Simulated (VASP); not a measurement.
# MoS2 (C2/m) in VASP: single point with PBEsol+U

Aim: the single point of MoS2 with PBEsol+U.

Program: VASP 6.6.1. These are calculated values, not measurements. Logs are shortened: lines on timing, memory, paths and dates and some standing lists are left out, and cuts for length are marked.

## 1. Starting point

The structure is monoclinic, space group C2/m (No. 12). The conventional cell has a = 6.296 Å, b = 3.860 Å, c = 4.439 Å, α = 90.00°, β = 90.04°, γ = 90.00°. Around Mo (site symmetry 2/m) lie 6 S at 2.35 to 2.60 Å. Around S (site symmetry m) lie 3 Mo at 2.35 to 2.60 Å.

The cell comes from a database or a generator and needn't be the stable form of this composition.

## 2. Single point, PBEsol+U

INCAR reads:

```
SYSTEM = MoS2
ALGO = Normal
EDIFF = 1E-6
ENCUT = 520
GGA = PS
ISIF = 2
ISMEAR = 0
LASPH = .True.
LCHARG = .True.
LDAU = .True.
LDAUJ = 0 0
LDAUL = 2 -1
LDAUPRINT = 1
LDAUTYPE = 2
LDAUU = 2 0
LELF = .True.
LMAXMIX = 4
LREAL = .False.
LVHAR = .True.
LWAVE = .False.
NBANDS = 20
NELM = 60
PREC = Accurate
SIGMA = 0.05
```

KPOINTS reads:

```
k-points
0
Gamma
  6 6 4
  0 0 0
```

POSCAR reads:

```
MoS2
1.0
    3.1479925200     -1.9297820300      0.0000000000
    3.1479925200      1.9297820300      0.0000000000
   -0.0030992400      0.0000000000      4.4393295900
Mo S
1 2
Direct
    0.0000000000      0.0000000000      0.0000000000
    0.6879000000      0.6879000000      0.2889000000
    0.3121000000      0.3121000000      0.7111000000
```

Potentials or basis: VASP PAW PBE potentials, release 64 (Mo_sv, S).

On the command line:

```
cat potpaw_PBE.64/Mo_sv/POTCAR potpaw_PBE.64/S/POTCAR > POTCAR
mpirun -np 1 vasp_std > vasp.out
```

OUTCAR:

```text
SYSTEM = MoS2
   EDIFF = 1E-6
   ENCUT = 520
   GGA = PS
   ISIF = 2
   ISMEAR = 0
   LASPH = .True.
   LREAL = .False.
   NELM = 60
   PREC = Accurate

 ion  position               nearest neighbor table
   1  0.000  0.000  0.000-   2 2.35   3 2.35   2 2.60   2 2.60   3 2.60   3 2.60
   2  0.688  0.688  0.289-   1 2.35   1 2.60   1 2.60
   3  0.312  0.312  0.711-   1 2.35   1 2.60   1 2.60

  LATTYP: Found a base centered monoclinic cell.
 ALAT       =     6.2959850400
 B/A-ratio  =     0.6130198905
 C/A-ratio  =     0.7051050223
 COS(beta)  =    -0.0006981323

  Lattice vectors:

 A1 = (   3.1479925200,  -1.9297820300,   0.0000000000)
 A2 = (   3.1479925200,   1.9297820300,   0.0000000000)
 A3 = (  -0.0030992400,   0.0000000000,   4.4393295900)

Analysis of symmetry for initial positions (statically):
=====================================================================
 Subroutine PRICEL returns:
 Original cell was already a primitive cell.

 Routine SETGRP: Setting up the symmetry group for a
 base centered monoclinic supercell.

 Subroutine GETGRP returns: Found  4 space group operations
 (whereof  4 operations were pure point group operations)
 out of a pool of  4 trial point group operations.

The static configuration has the point symmetry C_2h.

Analysis of symmetry for dynamics (positions and initial velocities):
=====================================================================
 Subroutine PRICEL returns:
 Original cell was already a primitive cell.

 Routine SETGRP: Setting up the symmetry group for a
 base centered monoclinic supercell.

 Subroutine GETGRP returns: Found  4 space group operations
 (whereof  4 operations were pure point group operations)
 out of a pool of  4 trial point group operations.

The dynamic configuration has the point symmetry C_2h.

 Subroutine INISYM returns: Found  4 space group operations
 (whereof  4 operations are pure point group operations),
 and found     1 'primitive' translations

----------------------------------------------------------------------------------------

                                     Primitive cell

  volume of cell :      53.9373

  direct lattice vectors                    reciprocal lattice vectors
     3.147992520 -1.929782030  0.000000000     0.158831381 -0.259096619  0.000110885
     3.147992520  1.929782030  0.000000000     0.158831381  0.259096619  0.000110885
    -0.003099240  0.000000000  4.439329590     0.000000000  0.000000000  0.225259238

  length of vectors
     3.692413247  3.692413247  4.439330672     0.303905377  0.303905377  0.225259238

  position of ions in fractional coordinates (direct lattice)
     0.000000000  0.000000000  0.000000000
     0.687900000  0.687900000  0.288900000
     0.312100000  0.312100000  0.711100000

  ion indices of the primitive-cell ions
   primitive index   ion index
                 1           1
                 2           2
                 3           3

----------------------------------------------------------------------------------------

 KPOINTS: k-points

Automatic generation of k-mesh.
 Grid dimensions read from file:
 generate k-points for:    6    6    4

 Generating k-lattice:

  Cartesian coordinates                     Fractional coordinates (reciprocal lattice)
     0.026471897 -0.043182770  0.000018481     0.166666667  0.000000000  0.000000000
     0.026471897  0.043182770  0.000018481     0.000000000  0.166666667  0.000000000
     0.000000000  0.000000000  0.056314809     0.000000000  0.000000000  0.250000000

  Length of vectors
     0.050650896  0.050650896  0.056314809

  Shift w.r.t. Gamma in fractional coordinates (k-lattice)
     0.000000000  0.000000000  0.000000000

 Subroutine IBZKPT returns following result:
 ===========================================

 Found     47 irreducible k-points:

 Following reciprocal coordinates:
            Coordinates               Weight
  0.000000  0.000000  0.000000      1.000000
  0.166667 -0.000000  0.000000      4.000000
  0.333333  0.000000  0.000000      4.000000
  0.500000 -0.000000  0.000000      2.000000
  0.166667  0.166667  0.000000      2.000000
  0.333333  0.166667  0.000000      4.000000
[... 16 lines left out ...]
 -0.333333  0.166667  0.250000      4.000000
 -0.166667  0.166667  0.250000      4.000000
 [... further k-points ...]
   k-points           NKPTS =     47   k-points in BZ     NKDIM =     47   number of bands    NBANDS=     20
   number of dos      NEDOS =    301   number of ions     NIONS =      3
   total plane-waves  NPLWV =  28224
   dimension x,y,z NGX =    28 NGY =   28 NGZ =   36
   dimension x,y,z NGXF=    56 NGYF=   56 NGZF=   72
   ions per type =               1   2
   NGX,Y,Z   is equivalent  to a cutoff of  12.61, 12.61, 13.48 a.u.
   NGXF,Y,Z  is equivalent  to a cutoff of  25.21, 25.21, 26.96 a.u.
 SYSTEM =  MoS2
   PREC   = accura    normal or accurate (medium, high low for compatibility)
   ISTART =      0    job   : 0-new  1-cont  2-samecut
   ICHARG =      2    charge: 1-file 2-atom 10-const
   ISPIN  =      1    spin polarized calculation?
   LNONCOLLINEAR =      F non collinear calculations
   LSORBIT =      F    spin-orbit coupling
   LASPH  =      T    aspherical Exc in radial PAW
   ENCUT  =  520.0 eV  38.22 Ry    6.18 a.u.   6.87  6.87  8.25*2*pi/ulx,y,z
   NELM   =     60;   NELMIN=  2; NELMDL= -5     # of ELM steps
   EDIFF  = 0.1E-05   stopping-criterion for ELM
   LREAL  =      F    real-space projection
   EDIFFG = 0.1E-04   stopping-criterion for IOM
   NSW    =      0    number of steps for IOM
   IBRION =     -1    ionic relax: 0-MD 1-quasi-New 2-CG
   NFREE  =      0    steps in history (QN), initial steepest desc. (CG)
   ISIF   =      2    stress and relaxation
   ISYM   =      2    0-nonsym 1-usesym 2-fastsym
   POTIM  = 0.5000    time-step for ionic-motion
   TEBEG  =    0.0;   TEEND  =   0.0 temperature during run
   PSTRESS=    0.0 pullay stress
   NELECT =      26.0000    total number of electrons
   NUPDOWN=      -1.0000    fix difference up-down
   EMIN   =  10.00;   EMAX   =-10.00  energy-range for DOS
   EFERMI =   0.00;   METHOD = LEGACY
   ISMEAR =     0;   SIGMA  =   0.05  broadening in eV -4-tet -1-fermi 0-gaus
   EFERMI_NEDOS =   21; number of points for ismear=-14 and -15
   IALGO  =     38    algorithm
   IMIX   =      4    mixing-type and parameters
     AMIX     =   0.40;   BMIX     =  1.00
     AMIX_MAG =   1.60;   BMIX_MAG =  1.00
  volume/ion in A,a.u.               =      17.98       121.33
  Fermi-wavevector in a.u.,A,eV,Ry     =   1.283619  2.425688 22.418020  1.647678
  Thomas-Fermi vector in A             =   2.415861
   LORBIT       =      0    0 simple, 1 ext, 2 COOP (PROOUT), +10 PAW based schemes
 LDA+U is selected, type is set to LDAUTYPE =  2
   angular momentum for each species LDAUL =     2   -1
   U (eV)           for each species LDAUU =   2.0  0.0
   J (eV)           for each species LDAUJ =   0.0  0.0
   GGA     = PS    functional components
   LHFCALC =     F    Hartree Fock is set to
   AEXX    =    0.0000 exact exchange contribution
   IVDW    =     0    specifies the selected vdW correction
   LEPSILON=     F    determine dielectric tensor
   LRPA    =     F    only Hartree local field effects (RPA)
 non-spin polarized calculation
 Gauss-broadening in eV      SIGMA  =   0.05
  energy-cutoff  :      520.00
  volume of cell :       53.94
 maximum number of plane-waves:      1476
   NGX = 13   NGY = 13   NGZ = 17

 number of electron      26.0000000 magnetization

 Free energy of the ion-electron system (eV)
  ---------------------------------------------------
  ext. energy  EPLUGINS =         0.00000000
  ---------------------------------------------------
  free energy    TOTEN  =       -20.52462679 eV

  energy without entropy =      -20.52141183  energy(sigma->0) =      -20.52301931

atom =   1  type =  1  l = 2

 onsite density matrix

spin component  1

  0.2702 -0.0078  0.0000  0.0000  0.0000
 -0.0078  0.4089  0.0000  0.0000  0.0000
  0.0000  0.0000  0.3684  0.0636  0.0424
  0.0000  0.0000  0.0636  0.4377  0.0026
  0.0000  0.0000  0.0424  0.0026  0.3870

spin component  2

  0.2702 -0.0078  0.0000  0.0000  0.0000
 -0.0078  0.4089  0.0000  0.0000  0.0000
  0.0000  0.0000  0.3684  0.0636  0.0424
  0.0000  0.0000  0.0636  0.4377  0.0026
  0.0000  0.0000  0.0424  0.0026  0.3870

 occupancies and eigenvectors

  o =  0.2697  v = -0.9984 -0.0561  0.0000  0.0000  0.0000  0.0000  0.0000  0.0000  0.0000  0.0000      0.0000  0.0000  0.0000  0.0000  0.0000  0.0000  0.0000  0.0000  0.0000  0.0000
  o =  0.2697  v =  0.0000  0.0000  0.0000  0.0000  0.0000 -0.9984 -0.0561  0.0000  0.0000  0.0000      0.0000  0.0000  0.0000  0.0000  0.0000  0.0000  0.0000  0.0000  0.0000  0.0000
  o =  0.3130  v =  0.0000  0.0000  0.8010 -0.3997 -0.4458  0.0000  0.0000  0.0000  0.0000  0.0000      0.0000  0.0000  0.0000  0.0000  0.0000  0.0000  0.0000  0.0000  0.0000  0.0000
  o =  0.3130  v =  0.0000  0.0000  0.0000  0.0000  0.0000  0.0000  0.0000  0.8010 -0.3997 -0.4458      0.0000  0.0000  0.0000  0.0000  0.0000  0.0000  0.0000  0.0000  0.0000  0.0000
  o =  0.3979  v =  0.0000  0.0000  0.2491 -0.4545  0.8552  0.0000  0.0000  0.0000  0.0000  0.0000      0.0000  0.0000  0.0000  0.0000  0.0000  0.0000  0.0000  0.0000  0.0000  0.0000
  o =  0.3979  v =  0.0000  0.0000  0.0000  0.0000  0.0000  0.0000  0.0000  0.2491 -0.4545  0.8552      0.0000  0.0000  0.0000  0.0000  0.0000  0.0000  0.0000  0.0000  0.0000  0.0000
  o =  0.4094  v = -0.0561  0.9984  0.0000  0.0000  0.0000  0.0000  0.0000  0.0000  0.0000  0.0000      0.0000  0.0000  0.0000  0.0000  0.0000  0.0000  0.0000  0.0000  0.0000  0.0000
  o =  0.4094  v =  0.0000  0.0000  0.0000  0.0000  0.0000 -0.0561  0.9984  0.0000  0.0000  0.0000      0.0000  0.0000  0.0000  0.0000  0.0000  0.0000  0.0000  0.0000  0.0000  0.0000
  o =  0.4821  v =  0.0000  0.0000  0.0000  0.0000  0.0000  0.0000  0.0000 -0.5444 -0.7960 -0.2645      0.0000  0.0000  0.0000  0.0000  0.0000  0.0000  0.0000  0.0000  0.0000  0.0000
  o =  0.4821  v =  0.0000  0.0000 -0.5444 -0.7960 -0.2645  0.0000  0.0000  0.0000  0.0000  0.0000      0.0000  0.0000  0.0000  0.0000  0.0000  0.0000  0.0000  0.0000  0.0000  0.0000

 number of electron      26.0000001 magnetization

 Free energy of the ion-electron system (eV)
  ---------------------------------------------------
  ext. energy  EPLUGINS =         0.00000000
  ---------------------------------------------------
  free energy    TOTEN  =       -18.32924580 eV

  energy without entropy =      -18.32473097  energy(sigma->0) =      -18.32698838

 E-fermi :   7.4663     XC(G=0): -11.1880

 val. band max:        7.4601974826   @ k =   0.1667   0.1667   0.5000
 cond. band min:       7.4955106067   @ k =  -0.3333   0.1667   0.5000
 fundamental gap:      0.0353131241
 Fermi energy:         7.4662970994

 k-point     1 :       0.0000    0.0000    0.0000
  band No.  band energies     occupation
      1     -54.2416      2.00000
      2     -28.5469      2.00000
      3     -28.2902      2.00000
      4     -28.0916      2.00000
      5      -7.3230      2.00000
      6      -3.7909      2.00000
[... 12 lines left out ...]
     19      13.5389      0.00000
     20      14.3525      0.00000

 k-point     2 :       0.1667   -0.0000    0.0000
  band No.  band energies     occupation
      1     -54.2407      2.00000
      2     -28.5559      2.00000
      3     -28.3011      2.00000
      4     -28.0898      2.00000
      5      -7.0503      2.00000
      6      -4.0506      2.00000
[... 12 lines left out ...]
     19      14.3417      0.00000
     20      14.7438      0.00000

 k-point     3 :       0.3333    0.0000    0.0000
  band No.  band energies     occupation
      1     -54.2388      2.00000
      2     -28.5752      2.00000
      3     -28.3217      2.00000
      4     -28.0860      2.00000
      5      -6.3338      2.00000
      6      -4.6593      2.00000
[... 12 lines left out ...]
     19      15.3008      0.00000
     20      15.6442      0.00000

 k-point     4 :       0.5000   -0.0000    0.0000
  band No.  band energies     occupation
      1     -54.2379      2.00000
      2     -28.5855      2.00000
      3     -28.3312      2.00000
      4     -28.0840      2.00000
      5      -5.4844      2.00000
      6      -5.4127      2.00000
[... 429 lines left out ...]
 k-point    23 :      -0.3333    0.1667    0.2500
  band No.  band energies     occupation
      1     -54.2378      2.00000
      2     -28.5829      2.00000
      3     -28.3335      2.00000
      4     -28.0860      2.00000
      5      -5.5546      2.00000
      6      -5.2268      2.00000
[... 12 lines left out ...]
     19      15.4964      0.00000
     20      16.5496      0.00000

 k-point    24 :      -0.1667    0.1667    0.2500
  band No.  band energies     occupation
      1     -54.2394      2.00000
      2     -28.5637      2.00000
      3     -28.3205      2.00000
      4     -28.0889      2.00000
      5      -6.3184      2.00000
      6      -4.7569      2.00000
[... 12 lines left out ...]
     19      15.0105      0.00000
     20      15.5195      0.00000

 [... further k-points ...]
[... 5 lines left out ...]
  --------------------------------------------------------------------------------------
  -------------------------------------------------------------------------------------
  Total       -4.7563208     -6.4714449      3.8800489      0.0000000      0.0000000     -2.2290408
  in kB     -141.2838057   -192.2305938    115.2546488      0.0000000      0.0000000    -66.2123914
  external PRESSURE =     -72.7532502 kB  Pullay stress =       0.0000000 kB

 VOLUME and BASIS-vectors are now :
 -----------------------------------------------------------------------------
  energy-cutoff  :      520.00
  volume of cell :       53.94
      direct lattice vectors                 reciprocal lattice vectors
     3.147992520 -1.929782030  0.000000000     0.158831381 -0.259096619  0.000110885
     3.147992520  1.929782030  0.000000000     0.158831381  0.259096619  0.000110885
    -0.003099240  0.000000000  4.439329590     0.000000000  0.000000000  0.225259238

 POSITION                                       TOTAL-FORCE (eV/Angst)
 -----------------------------------------------------------------------------------
      0.00000      0.00000      0.00000        -0.000000      0.000000      0.000000
      4.33011      0.00000      1.28252        -0.939556      0.000000     -0.624640
      1.96277      0.00000      3.15681         0.939556      0.000000      0.624640
 -----------------------------------------------------------------------------------
    total drift:                               -0.000000      0.000000      0.000000

  FREE ENERGIE OF THE ION-ELECTRON SYSTEM (eV)
  ---------------------------------------------------
  free  energy   TOTEN  =       -18.3292457995 eV

  energy  without entropy=      -18.3247309685  energy(sigma->0) =      -18.32698838
```

Run time: 76 s. Hardware: 1 thread of AMD EPYC 7R43 (Zen 3), shared host; peak memory 0.16 GiB.

Results:

```
Free energy            : -18.3292 eV
Pressure               : -7.3 GPa
Largest force          : 1.128 eV/Å
Band gap on the k mesh : none (metal or under the smearing width)
```

Forces on the atoms (eV/Å):
```
Mo   0.000  0.000  0.000
S   -0.940  0.000 -0.625
S    0.940  0.000  0.625
```

Levels at points of the mesh, in eV from the Fermi level:
```
           k point  band 10  band 11  band 12  band 13  band 14  band 15  band 16  band 17
(0.00, 0.00, 0.00)    -1.13    -0.73    -0.67    -0.56     0.51     0.69     1.85     2.67
(0.50, 0.00, 0.00)    -3.61    -3.31    -2.46    -0.59     0.04     0.42     2.95     4.37
(0.50, 0.50, 0.00)    -3.17    -2.87    -2.15    -1.26     0.17     0.32     3.46     4.01
(0.00, 0.00, 0.50)    -2.75    -2.37    -1.64    -0.99    -0.86     0.53     4.11     4.21
(0.50, 0.00, 0.50)    -2.02    -1.73    -0.29    -0.20     0.07     0.44     2.43     3.74
(0.50, 0.50, 0.50)    -3.21    -2.03    -1.37    -0.30     0.15     0.51     2.16     3.89
```

Eigenvalues of the final occupation matrices:
```tsv
site	spin	trace	eigenvalues
site 1 d	1	1.87	0.27 0.31 0.40 0.41 0.48
site 1 d	2	1.87	0.27 0.31 0.40 0.41 0.48
```

Caveat: the PAW data sets were made with another functional, which shifts forces and pressure a little; U without spin polarisation on a metal has little footing.
